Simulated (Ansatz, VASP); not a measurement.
Pb: VASP beside Ansatz

```
Pb
1.0
     3.30558    0.00000    0.00000
    -1.65279    2.86271    0.00000
     0.00000    0.00000    3.14846
Pb
1
Direct
  0.00000 0.00000 0.00000
```

Alike in both runs: functional PBE; k mesh 13 × 13 × 12; occupations fermi-dirac, width 0.1 eV; no spin polarisation.

Ansatz relaxed the structure, and its values are those at the end. VASP's run is a single point on that final structure, the one shown.

```csv
,VASP,Ansatz
version,VASP 6.6.1,Ansatz 0.2.0
potentials or method,"VASP PAW PBE potentials, release 64 (Pb_d)","PAW with Ansatz's default frozen-core files, scalar-relativistic"
plane-wave cutoff (eV),520,420
valence electrons in the cell,14,14
```

```csv
,VASP,Ansatz,Ansatz less VASP
pressure (GPa),5.0,5.1,+0.06
```

The functional is the same, so the differences come from potentials, cutoffs and numerics.

The runs have no spin-orbit coupling, so splittings on Pb are missing.
